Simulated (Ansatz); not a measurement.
Theory: Ansatz 0.2.0, DFT PBEsol, scalar-relativistic, plane waves, PAW.

Settings: cutoff 420 eV, Γ-centred mesh 12×12×18 on the computed 4-atom cell, Gaussian smearing of 0.10 eV; no spin polarisation.

Structure with the computed forces (eV/Å) in the last three columns:

```xyz
4
Lattice="3.8215 0.0000 0.0000 0.0000 3.8215 0.0000 0.0000 0.0000 2.1214" Properties=species:S:1:pos:R:3:forces:R:3 pbc="T T T" pressure_GPa=5.60
Be    1.2087    1.2087    0.0000   -0.5680   -0.5680    0.0000
Be    2.6128    2.6128    0.0000    0.5680    0.5680    0.0000
Be    0.7021    3.1194    1.0607    0.5680   -0.5680    0.0000
Be    3.1194    0.7021    1.0607   -0.5680    0.5680    0.0000
```

Stress tensor (GPa, compression positive):

```
-0.37  0.00  0.00
 0.00 -0.37  0.00
 0.00  0.00 17.54
```

This form isn't the element's structure at ambient conditions.